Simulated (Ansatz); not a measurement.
**ZnSnN2: the band gap up the ladder of functionals**

The task here is to estimate one member of a computed series from the others.

The runs shown are made with Ansatz 0.2.0. PAW datasets, plane waves. No spin polarisation and no zero-point or thermal motion; the cell was built from a prototype and may be hypothetical.

### The system as given

The cell was relaxed beforehand with r2SCAN.

It is trigonal, R-3m (No. 166); conventional cell a = 3.214 Å, c = 31.591 Å, 11.78 Å³ an atom. Near Zn stand 3 N at 2.10 Å; near Sn stand 6 N at 2.11–2.36 Å; near N stand 6 Zn at 2.10 Å; near N stand 3 Sn at 2.11 Å; near N stand 6 Sn at 2.36 Å.

Structure file:

```cif
data_structure
_symmetry_space_group_name_H-M 'R-3m:H'
_symmetry_Int_Tables_number 166
_cell_length_a 3.2142
_cell_length_b 3.2142
_cell_length_c 31.5914
_cell_angle_alpha 90.000
_cell_angle_beta 90.000
_cell_angle_gamma 120.000
_cell_volume 282.65
loop_
_atom_site_label
_atom_site_type_symbol
_atom_site_symmetry_multiplicity
_atom_site_Wyckoff_symbol
_atom_site_fract_x
_atom_site_fract_y
_atom_site_fract_z
_atom_site_occupancy
Zn1 Zn 6 c 0.00000 0.00000 0.86468 1
Sn1 Sn 6 c 0.66667 0.33333 0.71279 1
N1 N 3 b 0.66667 0.33333 0.83333 1
N2 N 6 c 0.00000 0.00000 0.74474 1
N3 N 3 a 0.00000 0.00000 0.00000 1
```

Set-up of the first run:

File input.yaml:

```yaml
crystal:
  lattice:
    - [1.6071055758, 0.9278628368, 10.5304815372]
    - [-1.6071055758, 0.9278628368, 10.5304815372]
    - [0.0, -1.8557256737, 10.5304815372]
  atoms:
    - { symbol: Zn, position: [0.8646780052, 0.8646780052, 0.8646780052] }
    - { symbol: Zn, position: [0.1353219948, 0.1353219948, 0.1353219948] }
    - { symbol: Sn, position: [0.3794596001, 0.3794596001, 0.3794596001] }
    - { symbol: Sn, position: [0.6205403999, 0.6205403999, 0.6205403999] }
    - { symbol: "N", position: [0.5, 0.5, 0.5] }
    - { symbol: "N", position: [0.7447406998, 0.7447406998, 0.7447406998] }
    - { symbol: "N", position: [1.0, 0.0, 0.0] }
    - { symbol: "N", position: [0.2552593002, 0.2552593002, 0.2552593002] }
kpoints:
  mp_grid: { grid: [10, 10, 10] }
  band_path:
    path:
      - [[0.0, 0.0, 0.0], [0.5, 0.5, 0.5], [0.8281575052829, 0.1718424947171, 0.5]]
      - [[0.5, -0.1718424947171, 0.1718424947171], [0.5, -2.870892002042e-17, -6.404841648112e-17], [0.0, 0.0, 0.0], [0.3359212473586, -0.3359212473586, -9.742785147542e-34]]
      - [[0.6640787526414, -1.090010066428e-17, 0.3359212473586], [0.5, -1.090010066428e-17, 0.5], [0.0, 0.0, 0.0]]
    npoints: 10
hamiltonian:
  xc: pbe
scf:
  occupations: { method: fermi_dirac, width: 0.02 }
  n_extra_bands: 6
output:
  forces: true
  stress: true
  eigenvalues: true
  write_density: true
  write_potential: true
  elf: true
  volumetric_format: npy
```

Run with:

```
$ ansatz run input.yaml --threads 2 --pin off --max-ram 29491MiB --backend cpu --events-out ev --progress --plain --runs-dir out
```

Steps of the session up to this table: Band structure with PBE; Single point with r2SCAN; HSE06; PBE+SOC.

One table of the session follows, with a row left open; its other results are not shown here.

```
  level  gap (eV)
    PBE     -0.55
 r2SCAN     -0.35
  HSE06         ?
PBE+SOC     -0.55
```

**Question.** Estimate the row for HSE06.

**Answer.** gap (eV): 0.09. In the column «gap (eV)» it is the highest.

Meshes: PBE 10×10×10, r2SCAN 10×10×10, HSE06 6×6×6, PBE+SOC 10×10×10

PBE finds no gap, while HSE06 opens one of up to 0.09 eV: the level of theory decides whether this is called a metal.

Caveats from the session: Warnings in the runs' records: stress scf threshold loose, stress exchange threshold loose.
